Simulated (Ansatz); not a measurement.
# Ga2O3: the cost of one run

Program: Ansatz 0.2.0. Level of theory: DFT r2SCAN, scalar-relativistic, plane waves, PAW. These are calculated values, not measurements.

1 further run of the same task is left out (set aside as unsound or not needed). Runs told in other sessions of the task aren't counted.

## 1. The system as given

The structure is trigonal, space group R-3c (No. 167). The conventional cell has a = 4.985 Å, b = 4.985 Å, c = 13.442 Å, α = 90.00°, β = 90.00°, γ = 120.00°. Ga (site symmetry 3) has 6 O at 1.93 to 2.07 Å in its first shell of neighbours. O (site symmetry 2) is surrounded by 4 Ga at 1.93 to 2.07 Å.

Structure file:

```cif
data_structure
_symmetry_space_group_name_H-M 'R-3c:H'
_symmetry_Int_Tables_number 167
_cell_length_a 4.9846
_cell_length_b 4.9846
_cell_length_c 13.4420
_cell_angle_alpha 90.000
_cell_angle_beta 90.000
_cell_angle_gamma 120.000
_cell_volume 289.24
loop_
_atom_site_label
_atom_site_type_symbol
_atom_site_symmetry_multiplicity
_atom_site_Wyckoff_symbol
_atom_site_fract_x
_atom_site_fract_y
_atom_site_fract_z
_atom_site_occupancy
Ga1 Ga 12 c 0.66667 0.33333 0.18874 1
O1 O 18 e 0.63696 0.66667 0.41667 1
```

It is the result of an earlier relaxation at this level (volume 9.64 Å³/atom; gap on the mesh: 3.55 eV).

## 2. Zero of energy

The reference gives a free energy of -18577.6645 eV, pressure -0.01 GPa, largest force 0.001 eV/Å and gap on the mesh 3.55 eV. It was computed beforehand with the settings of the runs below.

## 3. Setting up energy and stress against strain

The cell is strained by ε times the Voigt pattern (0, 0, 0, 1, 0, 0) (xx, yy, zz, yz, xz, xy; engineering shear), with fractional coordinates fixed (clamped ions). The stress on the pattern is the sum of the stress components weighted by it, tension positive.

## 4. ε = -0.0600

input.yaml

```yaml
crystal:
  lattice:
    - [2.4923023535, 1.3045114362, 4.4374986728]
    - [-2.4923023535, 1.3045114362, 4.4374986728]
    - [0.0, -3.0122828678, 4.5670025019]
  atoms:
    - { symbol: Ga, position: [0.3554023483, 0.3554023483, 0.3554023483] }
    - { symbol: Ga, position: [0.1445976517, 0.1445976517, 0.1445976517] }
    - { symbol: Ga, position: [0.6445976517, 0.6445976517, 0.6445976517] }
    - { symbol: Ga, position: [0.8554023483, 0.8554023483, 0.8554023483] }
    - { symbol: O, position: [0.5536262452, 0.9463737548, 0.25] }
    - { symbol: O, position: [0.25, 0.5536262452, 0.9463737548] }
    - { symbol: O, position: [0.9463737548, 0.25, 0.5536262452] }
    - { symbol: O, position: [0.4463737548, 0.0536262452, 0.75] }
    - { symbol: O, position: [0.75, 0.4463737548, 0.0536262452] }
    - { symbol: O, position: [0.0536262452, 0.75, 0.4463737548] }
basis:
  ecutwfc: 500
kpoints:
  mp_grid: { grid: [6, 6, 6] }
hamiltonian:
  xc: r2scan
scf:
  occupations: { method: gaussian, width: 0.05 }
output:
  forces: true
  stress: true
  eigenvalues: true
```

On the command line:

```sh
ansatz run input.yaml --threads 2 --pin off --max-ram 5120MiB --backend cpu --events-out ev --progress --plain --runs-dir out
```

What time and memory should one allow on 2 threads of Oxide Virtual Turin-like (Zen 5), shared host?

About 15 s, with a peak of 0.89 GiB.
